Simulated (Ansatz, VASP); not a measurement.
## Re: VASP beside Ansatz

```
Re
1.0
     0.00000    1.97500    1.97500
     1.97500    0.00000    1.97500
     1.97500    1.97500    0.00000
Re
1
Direct
  0.00000 0.00000 0.00000
```

This isn't the form of Re at room conditions, which is hcp.

Alike in both runs: task single point; functional PBEsol; k mesh 20 × 20 × 20; occupations gaussian, width 0.15 eV; no spin polarisation.

|  | VASP | Ansatz |
| --- | --- | --- |
| version | VASP 6.6.1 | Ansatz 0.2.0 |
| potentials or method | VASP PAW PBE potentials, release 64 (Re) | scalar-relativistic, plane waves, PAW |
| plane-wave cutoff (eV) | 520 | 420 |
| valence electrons in the cell | 7 | 15 |

```csv
,VASP,Ansatz,Ansatz less VASP
gap on the k mesh at the Fermi level (eV),none,none,-
pressure (GPa),-19.0,-18.5,+0.44
```

A gap of «none» marks a metal or a gap that the smearing closes. The two sets of potentials don't hold the same shells in valence.

Caveats: so large a pressure means that the cell lies far from this level's equilibrium, or that cutoff or potentials fall short (VASP); the potentials were made for another functional, which shifts forces and pressure (VASP). The runs have no spin-orbit coupling, so splittings on Re are missing.
